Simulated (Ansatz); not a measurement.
Ag in Ansatz: the effect of functional

Crystal: Ag.

```
CELL_PARAMETERS angstrom
-1.68813 1.68813 1.68813
1.68813 -1.68813 1.68813
1.68813 1.68813 -1.68813
ATOMIC_POSITIONS crystal
Ag 0.00000 0.00000 0.00000
```

This isn't the form of Ag at room conditions, which is fcc.

The cell isn't the ideal one: volume scaled by 1.06.

Alike in all runs:

```yaml
Program: Ansatz 0.2.0
Task: single point
Potentials_or_basis: Ansatz PAW
k_mesh: 11 × 11 × 11
Occupations: fermi-dirac, width 0.05 eV
Spin: no spin polarisation
```

```csv
functional,cutoff,pressure (GPa)
LDA,420 eV (not typed: the program's choice for these potentials),?
PBEsol,420 eV (not typed: the program's choice for these potentials),-10.8
r2SCAN,500 eV (not typed: the program's choice for these potentials),-7.7
```

What does the run with functional LDA give?

Pressure -14.6 GPa.

Caveats: the PAW data sets come from PBE, with cores solved anew for the run's functional, which leaves a small shift of forces and pressure.
